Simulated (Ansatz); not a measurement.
**TiO2, one structure, two calculations**

Cell: a structure deposited in the COD, ions relaxed with PBE at fixed cell.

```cif
data_TiO2
_symmetry_space_group_name_H-M 'P4_2/mnm'
_symmetry_Int_Tables_number 136
_cell_length_a 4.5922
_cell_length_b 4.5922
_cell_length_c 2.9574
_cell_angle_alpha 90.000
_cell_angle_beta 90.000
_cell_angle_gamma 90.000
loop_
_atom_site_label
_atom_site_type_symbol
_atom_site_symmetry_multiplicity
_atom_site_Wyckoff_symbol
_atom_site_fract_x
_atom_site_fract_y
_atom_site_fract_z
Ti Ti 2 a 0.0000 0.0000 0.0000
O O 4 f 0.3042 0.3042 0.0000
```

One atom of each set is listed.

First run. Method: Kohn–Sham DFT in Ansatz, PBE, plane waves and PAW, scalar-relativistic, 420 eV cutoff, Γ-centred 7×7×10 k-points, Fermi–Dirac smearing 0.02 eV.

```json
{"site": "Ti", "V_zz (10²¹ V/m²)": "-1.99", "η": "0.09"}
{"site": "O", "V_zz (10²¹ V/m²)": "2.39", "η": "1.00"}
```

Second run. The same atoms and settings, except that the functional is r2SCAN and the cutoff is 500 eV.

Question: Given the first result, estimate the second.

Answer: 

```csv
site,V_zz,η,change of V_zz
Ti,-2.05,0.10,-0.06
O,-2.66,0.88,–
```

The largest change of V_zz along a kept axis is on Ti, from -1.99 to -2.05. The whole tensor moves most on O, by 0.27 along its most changed direction. In per cent, |V_zz| changes by +3 on Ti (all sites that start above 0.5, bar those whose gradient vanishes or changes sign or whose main axis turns by over 40°). On O the largest principal value lies along another axis in the second run, so the two V_zz can't be compared directly.

For the first run: At this cell the PBE pressure is 5 GPa, so with PBE the cell would grow if it were relaxed.
